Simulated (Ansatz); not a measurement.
# NbAs: one input, then a changed one

The cell was built from the rocksalt type and relaxed in the same program, and has space group Fm-3m; it needn't be a known or the stable phase.

First run: DFT, PBE, all-electron LAPW, scalar-relativistic (Ansatz 0.2.0).

Command: `ansatz run input.yaml --threads 1 --pin off --max-ram 2048MiB --backend cpu --events-out ev --progress --plain --runs-dir out` The run took 74 s on 1 thread of Arm Neoverse N1, on a shared host.

```yaml
crystal:
  lattice:
    - [0.0, 2.6376010551, 2.6376010551]
    - [2.6376010551, 0.0, 2.6376010551]
    - [2.6376010551, 2.6376010551, 0.0]
  atoms:
    - { symbol: Nb, position: [0.0, 0.0, 0.0] }
    - { symbol: As, position: [0.5, 0.5, 0.5] }
kpoints:
  mp_grid: { grid: [11, 11, 11] }
  band_path:
    path:
      - [0.0, 0.0, 0.0]
      - [0.5, 0.0, 0.5]
      - [0.625, 0.25, 0.625]
      - [0.375, 0.375, 0.75]
      - [0.0, 0.0, 0.0]
      - [0.5, 0.5, 0.5]
      - [0.5, 0.25, 0.75]
      - [0.5, 0.0, 0.5]
    npoints: 14
scf:
  occupations: { method: fermi_dirac, width: 0.05 }
hamiltonian:
  xc: pbe
  pseudopotentials: { kind: all_electron, lapw: { basis_error: 0.00025 } }
output:
  forces: true
  stress: true
  eigenvalues: true
  fatbands: true
  populations: true
  dos: { projected: true, de: 0.2, e_range: [-14, 8] }
```

Result: converged; pressure -0.02 GPa; no gap on the k mesh; 9 SCF iterations.

The input is then changed:

```diff
@@ -8,5 +8,5 @@
     - { symbol: As, position: [0.5, 0.5, 0.5] }
 kpoints:
-  mp_grid: { grid: [11, 11, 11] }
+  mp_grid: { grid: [9, 9, 9] }
   band_path:
     path:
@@ -21,14 +21,13 @@
     npoints: 14
 scf:
-  occupations: { method: fermi_dirac, width: 0.05 }
+  occupations: { method: methfessel_paxton, width: 0.15 }
 hamiltonian:
   xc: pbe
   pseudopotentials: { kind: all_electron, lapw: { basis_error: 0.00025 } }
+  hubbard: { sites: [{ species: Nb, l: d, u_eff: 1.0 }], double_counting: amf }
 output:
   forces: true
   stress: true
   eigenvalues: true
-  fatbands: true
   populations: true
-  dos: { projected: true, de: 0.2, e_range: [-14, 8] }
```

(1) Predict the outcome of the changed run.

Results:

(1) It converged; pressure 0.02 GPa; no gap on the k mesh; 9 SCF iterations. Some of these settings are too coarse for converged properties.
